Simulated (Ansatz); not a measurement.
# Convergence notes, G0W0 on PbI2 (CdI2 type)

PbI2 (CdI2 type), relaxed with r2SCAN+rVV10; one-shot G0W0 in Ansatz without spin-orbit coupling. No spin polarisation and no zero-point or thermal motion.

```
Pb I
1.0
     4.56408    0.00000    0.00000
    -2.28204    3.95261    0.00000
     0.00000    0.00000    7.04751
Pb I
1 2
Direct
  0.00000 0.00000 0.00000
  0.33333 0.66667 0.26671
  0.66667 0.33333 0.73329
```

Gaps are read over the mesh points alone. G0W0 values are finite-basis, finite-mesh values.
```csv
start,potentials,frequency model,mesh,empty bands,screening cutoff (eV),Kohn-Sham gap (eV),G0W0 gap (eV),rough cost
PBE,PAW,contour deformation,6×6×2,206,80,2.23,3.08,120 core-seconds
PBE,PAW,contour deformation,6×6×2,478,140,2.23,3.17,11 core-minutes
PBE,PAW,contour deformation,6×6×2,878,210,2.23,3.24,50 core-minutes
```

Over the mesh points the PBE gap of 2.23 eV becomes a quasiparticle gap of 3.24 eV (direct at A), a change of +1.01 eV. Renormalisation factors Z lie between 0.74 and 0.80.

Raising bands and cutoff together moves the gap by +0.09 eV (80 to 140 eV), then +0.07 eV (140 to 210 eV); the last step is still large, so the basis limit isn't reached.
